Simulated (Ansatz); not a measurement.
BaTiO3:

```
Ba Ti O
1.0
     0.00000   -2.83705   -2.84580
    -3.98410    2.83705   -2.84580
     3.98410    2.83705   -2.84580
Ba Ti O
2 2 6
Direct
  0.01483 0.52342 0.49595
  0.98517 0.97658 0.00405
  0.46949 0.00348 0.49813
  0.51471 0.48862 0.99397
  0.48613 0.25419 0.28052
  0.52967 0.75371 0.72738
  0.43502 0.81668 0.27996
  0.55996 0.18961 0.72633
  0.02114 0.00157 0.50510
  0.99144 0.49592 0.99239
```

A run of Ansatz 0.2.0 on this cell left the log below. Logs are shortened: lines on timing, memory, paths and dates and some standing lists are left out, and cuts for length are marked.

```text
Warning: basis.ecutwfc = 300 eV is below the records' recommended 420 eV, and the density's cutoff is lower with it unless basis.ecutrho_ratio is high enough to keep the records' density cutoff: compare with a run at a higher cutoff
Warning: RAYON_NUM_THREADS=4 ignored (pool sized by the plan → 4); use --threads N
Engine: ansatz 0.2.0, aarch64-unknown-linux-gnu
Pseudopotentials: kind: paw
Pseudopotential: Ba, paw, valence charge 10, recommended cutoff 420 eV (normal), Ba.paw.azcp
Pseudopotential: Ti, paw, valence charge 12, recommended cutoff 420 eV (normal), Ti.paw.azcp
Pseudopotential: O, paw, valence charge 6, recommended cutoff 420 eV (normal), O.paw.azcp
Functional definition: PBE
  parameter kappa = 0.804
  parameter beta = 0.06672455060314922
  exchange = pbe_x(kappa = kappa, mu = beta*pi^2/3)
  correlation = pbe_c(beta = beta)
Crystal: 10 atoms, lattice volume = 128.665 Å³
Basis set: ecut = 300 eV, 1511 PW (Γ), exchange–correlation on 48×64×64 points (8 copies of the dense FFT grid, shifted against one another)
Bands: 50, of which v1, the nominal top of the filled ones, is band 40 counted from 1 (39 counted from 0)
Symmetry: 1 space group operations
Space group: P1 (ITA 1), of the structure as read, at distance tolerance 5.0e-5 Å
[... 29 lines left out ...]
  E_band       = -278.319589
  E_kinetic    = 1974.761917
  E_local      = -4441.409336  (includes V_loc(G=0)·N_el)
  E_nonlocal   = 394.528089
  E_hartree    = 1757.741409
  E_xc         = -990.523352
  E_vxc        = -1102.205413  (∫ρ·V_xc dr)
  E_paw        = -13488.048364  (= ΣΔE_a)
  E_vpaw       = -619.538083  (= ΣTr[D̂ρ^β])
  E_aug_tail   = 0.058050  (compensation charges beyond the density's cutoff)
  E_ewald      = -5518.850427
  E_smearing   = -0.000241  (= −TS)
  E_closure    = 0.000000  (closes the sum)
  Σ components = -20311.742254   (vs F -20311.742254, Δ=0.00e0)
--- Forces (eV/Å), atoms counted from 1 ---
  atom   1  Ba     0.73771729    -0.03484519     0.64870840
  atom   2  Ba    -0.97717672     0.31477605    -0.37239402
  atom   3  Ti     0.24334555     2.08874438    -1.93121045
  atom   4  Ti     0.33897303    -1.07996452     0.48561279
  atom   5  O     -5.42659690    -0.47399286    -0.42941327
  atom   6  O      4.74077705     0.12767699     0.60936950
  atom   7  O      0.03721006    -9.48784803     6.94922771
  atom   8  O     -0.02167123     6.91258748    -6.71183006
  atom   9  O      0.10741273     1.37704385     0.74944343
  atom  10  O      0.22003796     0.25573511     0.00244822
  max |Σ_I F_I| component: 8.67e-5 eV/Å
--- Stress (GPa, compression-positive) ---
        8.998356      -0.379887      -1.849848
       -0.379888      18.606930     -10.779002
       -1.849848     -10.779003      24.034861
  P = ⅓ Tr σ = 17.2134 GPa (172.134 kbar)
--- Band table (eV; the first three rows and the last of 88) ---
  k-point 0: bands = ["-47.1834", "-44.5000", "-23.4315", "-23.3712", "-23.2619", "-21.5633", "-20.8985", "-20.7824", "-14.4659", "-14.2301", "-7.1392", "-6.6494", "-6.0869", "-5.8302", "-5.4505", "-5.2389", "0.0426", "0.2352", "0.3779", "0.4779", "0.6556", "0.7041", "6.0146", "6.2025", "6.3871", "7.1883", "7.5891", "7.6886", "7.9661", "8.2219", "8.4776", "8.7172", "8.8957", "9.2394", "9.5823", "9.7980", "9.9444", "10.2964", "10.4155", "10.7587", "11.4781", "11.9153", "11.9957", "12.8923", "13.7633", "14.9223", "15.0941", "15.5009", "15.5949", "16.0084"]
  k-point 1: bands = ["-47.1833", "-44.5000", "-23.4305", "-23.3711", "-23.2611", "-21.5636", "-20.8982", "-20.7813", "-14.4432", "-14.2447", "-7.1742", "-6.7104", "-6.0779", "-5.8426", "-5.3972", "-5.2314", "0.1055", "0.2572", "0.4143", "0.4917", "0.6611", "0.7065", "6.1449", "6.3821", "6.5420", "7.2355", "7.5200", "7.7481", "7.8524", "8.2088", "8.3768", "8.5211", "8.8093", "9.0571", "9.3312", "9.6665", "9.8676", "10.1032", "10.2453", "10.6248", "11.5822", "12.0463", "12.1115", "13.1289", "13.9321", "14.9372", "15.2750", "15.4202", "15.8915", "16.1684"]
  k-point 2: bands = ["-47.1834", "-44.5002", "-23.4313", "-23.3717", "-23.2616", "-21.5648", "-20.8989", "-20.7821", "-14.3941", "-14.2807", "-7.2298", "-6.8005", "-6.0583", "-5.8649", "-5.3139", "-5.2305", "0.1405", "0.3526", "0.4624", "0.5249", "0.6078", "0.7937", "6.3384", "6.7702", "6.9441", "7.1825", "7.4060", "7.6179", "7.9027", "8.0431", "8.2156", "8.4009", "8.6044", "8.7214", "8.7722", "9.4699", "9.5694", "10.0066", "10.0799", "10.4201", "11.7324", "12.2192", "12.2862", "13.4012", "14.2336", "14.8434", "15.2590", "15.5700", "16.6542", "16.7450"]
  k-point 87: bands = ["-47.1823", "-44.4989", "-23.4726", "-23.3712", "-23.2592", "-21.5624", "-20.8950", "-20.8325", "-14.3329", "-14.1833", "-6.8701", "-6.6681", "-6.1521", "-5.7227", "-5.4136", "-4.8458", "-0.2023", "-0.1012", "0.0264", "0.4936", "0.5987", "0.6497", "5.4864", "6.3443", "6.6239", "6.8399", "6.9700", "7.2930", "7.3194", "7.6355", "7.9138", "8.1421", "8.3183", "8.9039", "8.9657", "9.3446", "9.6138", "9.9643", "10.4172", "10.8742", "12.3338", "12.9236", "13.1925", "13.6564", "15.2377", "15.7075", "15.7414", "15.9968", "16.8123", "17.4916"]
```

Problem. Write the input and the command behind it.

Solution. Single point with PBE, no spin polarisation. The files as run (others can give the same):

input.yaml
```yaml
crystal:
  lattice:
    - [0.0, -2.83705, -2.8458]
    - [-3.9841, 2.83705, -2.8458]
    - [3.9841, 2.83705, -2.8458]
  atoms:
    - { symbol: Ba, position: [0.01482756, 0.52342182, 0.49594891] }
    - { symbol: Ba, position: [0.98517244, 0.97657818, 0.00405109] }
    - { symbol: Ti, position: [0.46948775, 0.00347915, 0.49812544] }
    - { symbol: Ti, position: [0.51471225, 0.48862085, 0.99397456] }
    - { symbol: O, position: [0.48612904, 0.25418846, 0.28051967] }
    - { symbol: O, position: [0.52967096, 0.75371154, 0.72738033] }
    - { symbol: O, position: [0.43502196, 0.81668038, 0.27996181] }
    - { symbol: O, position: [0.55995804, 0.18960962, 0.72632819] }
    - { symbol: O, position: [0.02114428, 0.00157456, 0.50510004] }
    - { symbol: O, position: [0.99143572, 0.49591544, 0.99238996] }
hamiltonian:
  xc: pbe
  pseudopotentials: { kind: paw }
kpoints:
  mp_grid: { grid: [7, 5, 5] }
scf:
  occupations: { method: fermi_dirac, width: 0.05 }
basis:
  ecutwfc: "300 eV"
output:
  forces: true
  stress: true
  eigenvalues: true
  write_density: true
  write_potential: true
  elf: true
  volumetric_format: npy
```

Potentials or basis: Ansatz PAW.
Run with:
```console
$ ansatz run input.yaml --threads 4 --pin off --max-ram 11264MiB --backend cpu --events-out ev --progress --plain --runs-dir out
```

Caveat: odd divisions of the mesh miss points on the zone boundary, where band edges often lie, so the gap on the mesh can be too wide; so large a pressure means that the cell lies far from this level's equilibrium, or that cutoff or potentials fall short; the pressure holds a Pulay correction of +23.1 GPa for the finite cutoff; spin-orbit coupling is left out, which moves the levels of the heavy elements; forces of over 1 eV/Å show positions far from the minimum, so gaps and moduli don't describe the material at rest; the cutoff lies under the one recommended for these potentials.
